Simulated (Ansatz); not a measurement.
## Calculated quadrupolar parameters for SiNi₃ under strain

The cell is a COD entry, relaxed with PBE at fixed cell and then changed (z compressed by 3 %, ions relaxed).

```yaml
crystal:
  lattice:
    - [3.55110, 0.00000, 0.00000]
    - [0.00000, 3.55110, 0.00000]
    - [0.00000, 0.00000, 3.44457]
  atoms:
    - { symbol: Si, position: [0.00000, 0.00000, 0.00000] }
    - { symbol: Ni, position: [0.00000, 0.50000, 0.50000] }
    - { symbol: Ni, position: [0.50000, 0.00000, 0.50000] }
    - { symbol: Ni, position: [0.50000, 0.50000, 0.00000] }
```

Sites (sets of like atoms) are named by element and the number of their first atom in this list.

All values are calculated (Ansatz; DFT, PBE, plane waves and PAW, scalar-relativistic, collinear spin, 420 eV cutoff, Γ-centred 13×13×13 k-points, Fermi–Dirac smearing 0.05 eV), not measured. Start moments as typed (μB): 1.5 on each Ni, none on the rest.

Conventions: |V_zz| ≥ |V_yy| ≥ |V_xx|, η = (V_xx − V_yy)/V_zz, C_Q = eQV_zz/h.

⁶¹Ni: I = 3/2, Q = 162.0 mb. Q values from Pyykkö, Mol. Phys. 116, 1328 (2018).

(1) Which values are expected at the nuclei?

Results:

(1) 

| site | atoms (order as listed) | first shell | V_zz (10²¹ V/m²) | η | C_Q (MHz) |
| --- | --- | --- | --- | --- | --- |
| Si | 1 | 12 Ni at 2.47–2.51 Å | -0.072 | 0.00 | – |
| Ni2 | 2, 3 | 4 Si at 2.47 Å, 8 Ni at 2.47–2.51 Å | -4.65 | 0.08 | -18.2 |
| Ni4 | 4 | 8 Ni at 2.47 Å, 4 Si at 2.51 Å | -4.78 | 0.00 | -18.7 |

An axis of threefold or higher order runs through Si and Ni4, so V_zz lies along it and η is zero.

Si has no stable isotope with a ground-state quadrupole moment in the table, so no C_Q is given.

With no gap above 0.1 eV, as in a metal, the gradients converge slowly in k; expect changes of a tenth or more on a denser mesh. With these PAW files V_zz is typically within 2 to 3 % of all-electron values, but misses above 10 % occur on Ni. The start moments die out, and the run ends without spin.

The relaxation (1 step) took 41 s of wall time (41 s of CPU time) and 0.88 GiB at its peak, on 1 thread of Intel Xeon 6975P-C (Granite Rapids) (x86_64; 16 cores open to the job, memory cap 3.0 GiB, no GPU), a shared host with a load of 0.1 a core.
